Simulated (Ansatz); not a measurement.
# Response of CdF₂ to small distortions

```yaml
crystal:
  lattice:
    - [0.00000, 2.69400, 2.69400]
    - [2.69400, 0.00000, 2.69400]
    - [2.69400, 2.69400, 0.00000]
  atoms:
    - { symbol: Cd, position: [0.00000, 0.00000, 0.00000] }
    - { symbol: F, position: [0.25000, 0.25000, 0.25000] }
    - { symbol: F, position: [0.75000, 0.75000, 0.75000] }
```

Atom numbers follow the list: Cd1, F2, F3.

The geometry is COD entry 9009006, unchecked; take it as a test cell.

Theory: Ansatz 0.2.0, DFT, LDA, all-electron PAW with datasets made for the crystal, scalar-relativistic.

Sampling and basis: a Γ-centred 8×8×8 k mesh, Fermi–Dirac smearing of 0.02 eV, cutoff 340 eV (chosen by the program for this cell), no spin polarisation.

The unchanged cell is at -5.67 GPa.

Semilocal functionals give too small gaps.

x, y and z are the Cartesian axes of the cell as listed; fractional coordinates follow a strain, and an engineering shear is twice the off-diagonal strain component.

Vzz stands for the principal value of largest size of the field-gradient tensor, whatever its axis.

No spin–orbit coupling: at heavy atoms the gradients can be off by tens of per cent for that reason.

Q: One change gave: energy change under 1 meV/atom; stress change (xx, yy, zz, yz, xz, xy) 0.04, 0.04, 0.04, 0.22, 0.22, 0.22 GPa, compression positive; change of the force on F3 (-0.012, -0.012, -0.012) eV/Å; Vzz in 10²¹ V/m²: Cd1 0 → -0.95 (η = 0.00), F2 0 → 0.28 (η = 0.00); gap on the k mesh 2.80 → 2.80 eV. Which change was it?
A. equal xy, yz and zx engineering shear strains of -1 %
B. equal xy, yz and zx engineering shear strains of +2 %
C. equal xy, yz and zx engineering shear strains of -2 %
D. equal xy, yz and zx engineering shear strains of +1 %

A: A. For equal xy, yz and zx engineering shear strains of -2 %: energy change under 1 meV/atom; stress change (xx, yy, zz, yz, xz, xy) 0.15, 0.15, 0.15, 0.46, 0.46, 0.46 GPa, compression positive; change of the force on F3 (-0.027, -0.027, -0.027) eV/Å; Vzz in 10²¹ V/m²: Cd1 0 → -1.96 (η = 0.00), F2 0 → 0.57 (η = 0.00); gap on the k mesh 2.80 → 2.80 eV. For equal xy, yz and zx engineering shear strains of +1 %: energy change under 1 meV/atom; stress change (xx, yy, zz, yz, xz, xy) 0.04, 0.04, 0.04, -0.19, -0.19, -0.19 GPa, compression positive; Vzz in 10²¹ V/m²: Cd1 0 → 0.90 (η = 0.00), F2 0 → -0.27 (η = 0.00); gap on the k mesh 2.80 → 2.80 eV. For equal xy, yz and zx engineering shear strains of +2 %: energy change under 1 meV/atom; stress change (xx, yy, zz, yz, xz, xy) 0.14, 0.14, 0.14, -0.37, -0.37, -0.37 GPa, compression positive; change of the force on F2 (-0.018, -0.018, -0.018) eV/Å; Vzz in 10²¹ V/m²: Cd1 0 → 1.75 (η = 0.00), F2 0 → -0.52 (η = 0.00); gap on the k mesh 2.80 → 2.80 eV.
